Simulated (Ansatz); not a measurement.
BeS built on the zincblende prototype, relaxed with r2SCAN in Ansatz: it is cubic, F-43m (No. 216); conventional cell a = 4.869 Å, 14.43 Å³ an atom. Around Be lie 4 S at 2.11 Å; around S lie 4 Be at 2.11 Å. The primitive cell holds 2 atoms in 28.85 Å³. The values are computed, spin-unpolarised, and not measurements.

Computed values: HSE06 (6×6×6) gives a least gap of 4.09 eV and a least direct gap of 6.80 eV. r2SCAN's ε∞ is 4.94.

What is the density?
The cell holds 1 Be, 1 S: M = 1×9.012 + 1×32.060 = 41.07 u in V = 28.85 Å³. ρ = 1.66054 × M/V = 1.66054 × 41.07/28.85 = 2.364 g/cm³, for the static r2SCAN lattice.

At what wavelength does absorption set in by HSE06, excitons left aside?
λ = 1239.84 eV nm/E: 303 nm for the least gap, where it needs phonons and is weak, and 182 nm for direct transitions. That lies in the ultraviolet, so by this gap the crystal is transparent to visible light.

What refractive index and reflectivity at normal incidence follow, below the gap and above the phonons?
n = √4.94 = 2.223; R = ((n − 1)/(n + 1))² = (1.223/3.223)² = 14.4 % a face.

The meshes of the hybrids are coarse, so their gaps aren't converged to the digits shown.
